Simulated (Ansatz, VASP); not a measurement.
# One calculation of CsPbBr3, two programs

```
CELL_PARAMETERS angstrom
5.87000 0.00000 0.00000
0.00000 5.87000 0.00000
0.00000 0.00000 5.87000
ATOMIC_POSITIONS crystal
Cs 0.00000 0.00000 0.00000
Pb 0.50000 0.50000 0.50000
Br 0.00000 0.50000 0.50000
Br 0.50000 0.00000 0.50000
Br 0.50000 0.50000 0.00000
```

Alike in both runs: functional PBEsol; k mesh 6 × 6 × 6; occupations gaussian, width 0.02 eV; no spin polarisation.

Ansatz relaxed the structure, and its values are those at the end. VASP's run is a single point on that final structure, the one shown.

|  | VASP | Ansatz |
| --- | --- | --- |
| version | VASP 6.6.1 | Ansatz 0.2.0 |
| potentials or method | VASP PAW PBE potentials, release 64 (Cs_sv, Pb_d, Br) | scalar-relativistic, plane waves, PAW |
| plane-wave cutoff (eV) | 520 | 420 |
| valence electrons in the cell | 44 | 44 |

```tsv
	VASP	Ansatz	Ansatz less VASP
gap on the k mesh at the Fermi level (eV)	1.43	1.43	-0.001
least direct gap on the mesh (eV)	1.43	1.43	-0.001
pressure (GPa)	0.0	0.0	0.00
```

Caveats: the PAW data sets were made with another functional, which shifts forces and pressure a little (VASP); spin-orbit coupling is left out, which as a rule narrows the gap of such compounds by several tenths of an eV. A k mesh can miss the band edges. As with any semilocal functional, this PBEsol gap is likely too small.
